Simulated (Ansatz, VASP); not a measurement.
# Two plane-wave programs on KMgF3

Contents of INCAR:

```
SYSTEM = KMgF3
ALGO = Normal
EDIFF = 1E-7
ENCUT = 520
ISIF = 2
ISMEAR = 0
LASPH = .True.
LCHARG = .False.
LREAL = .False.
LWAVE = .False.
NBANDS = 24
NELM = 100
PREC = Accurate
SIGMA = 0.05
```

Contents of KPOINTS:

```
k-points
0
Gamma
  6 6 6
  0 0 0
```

File POSCAR:

```
KMgF3
1.0
    3.9859000000      0.0099647500      0.0000000000
    0.0099647500      3.9859000000      0.0000000000
    0.0000000000      0.0000000000      3.9859000000
K Mg F
1 1 3
Direct
    0.5000000000      0.5000000000      0.5000000000
    0.0000000000      0.0000000000      0.0000000000
    0.5000000000      0.0000000000      0.0000000000
    0.0000000000      0.5000000000      0.0000000000
    0.0000000000      0.0000000000      0.5000000000
```

Input for Ansatz:

```yaml
crystal:
  lattice:
    - [3.9859, 0.00996475, 0.0]
    - [0.00996475, 3.9859, 0.0]
    - [0.0, 0.0, 3.9859]
  atoms:
    - { symbol: K, position: [0.5, 0.5, 0.5] }
    - { symbol: Mg, position: [0.0, 0.0, 0.0] }
    - { symbol: F, position: [0.5, 0.0, 0.0] }
    - { symbol: F, position: [0.0, 0.5, 0.0] }
    - { symbol: F, position: [0.0, 0.0, 0.5] }
basis:
  ecutwfc: 420
kpoints:
  mp_grid: { grid: [6, 6, 6] }
hamiltonian:
  xc: lda
scf:
  occupations: { method: gaussian, width: 0.05 }
output:
  forces: true
  stress: true
  eigenvalues: true
```

Change from the starting cell: strain +0.0050 x Voigt [0, 0, 0, 0, 0, 1], atoms carried along.

Alike in both runs: task single point; functional LDA; k mesh 6 × 6 × 6; occupations gaussian, width 0.05 eV; no spin polarisation.

```csv
,VASP,Ansatz
version,VASP 6.6.1,Ansatz 0.2.0
potentials or method,"VASP PAW LDA potentials, release 64 (K_sv, Mg, F)","scalar-relativistic, plane waves, PAW"
plane-wave cutoff (eV),520,420
valence electrons in the cell,32,40
```

```csv
,VASP,Ansatz,Ansatz less VASP
gap on the k mesh at the Fermi level (eV),6.95,6.98,+0.027
least direct gap on the mesh (eV),7.27,7.30,+0.026
pressure (GPa),-5.2,-4.5,+0.77
largest component of the traceless stress (GPa),0.22,0.22,-0.002
```

The two sets of potentials don't hold the same shells in valence.

A k mesh can miss the band edges.
